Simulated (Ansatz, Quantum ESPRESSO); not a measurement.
This is a calculation of TiTe for Ansatz 0.2.0. The cell comes from a database or a generator and needn't be the stable form of this composition.

File input.yaml:

```yaml
crystal:
  lattice:
    - [0.0, 3.05006681, 3.05006681]
    - [3.05006681, 0.0, 3.05006681]
    - [3.05006681, 3.05006681, 0.0]
  atoms:
    - { symbol: Ti, position: [0.5, 0.5, 0.5] }
    - { symbol: Te, position: [0.0, 0.0, 0.0] }
hamiltonian:
  xc: pbe
  pseudopotentials: { kind: paw }
kpoints:
  mp_grid: { grid: [8, 8, 8] }
scf:
  occupations: { method: fermi_dirac, width: 0.05 }
output:
  forces: true
  stress: true
  eigenvalues: true
```

Potentials or basis: Ansatz PAW.

Launch:

```sh
$ ansatz run input.yaml --threads 1 --pin off --max-ram 3584MiB --backend cpu --events-out ev --progress --plain --runs-dir out
```

**Question.** Translate it to Quantum ESPRESSO 7.5. Potentials or basis there: SSSP 1.3 efficiency PBE, cutoff 748 eV.

**Answer.** As run (cutoffs and basis follow the program's own potentials, and thresholds, step limits or extra output files can differ):

File pw.in:

```
&CONTROL
  calculation = 'scf'
  prefix = 'pwscf'
  outdir = './tmp'
  pseudo_dir = './pseudo'
  tprnfor = .true.
  tstress = .true.
  disk_io = 'nowf'
/
&SYSTEM
  ibrav = 0
  nat = 2
  ntyp = 2
  ecutwfc = 55
  ecutrho = 440
  nbnd = 15
  occupations = 'smearing'
  smearing = 'fd'
  degauss = 0.00367493
/
&ELECTRONS
  conv_thr = 4d-10
  electron_maxstep = 120
  mixing_beta = 0.5
/
ATOMIC_SPECIES
Ti    47.8670 ti_pbe_v1.4.uspp.F.UPF
Te   127.6000 Te_pbe_v1.uspp.F.UPF
CELL_PARAMETERS angstrom
   0.0000000000    3.0500668100    3.0500668100
   3.0500668100    0.0000000000    3.0500668100
   3.0500668100    3.0500668100    0.0000000000
ATOMIC_POSITIONS crystal
Ti     0.5000000000    0.5000000000    0.5000000000
Te     0.0000000000    0.0000000000    0.0000000000
K_POINTS automatic
8 8 8 0 0 0
```

Potentials or basis: SSSP 1.3 efficiency PBE.

Launch:

```sh
$ OMP_NUM_THREADS=1 pw.x -in pw.in > pw.out
```

Both were run:

|  | Ansatz | Quantum ESPRESSO |
| --- | --- | --- |
| Pressure | -10.7 GPa | -10.7 GPa |

Ansatz's pressure holds a Pulay term of +0.02 GPa for its cutoff of 420 eV, which the other run lacks.

The potentials hold 28 and 18 valence electrons a cell.

Where Ansatz's input types no cutoff or centring, it takes its own default and a Γ-centred mesh.

The cell lies far from this level's equilibrium.

Pressure is positive in compression.
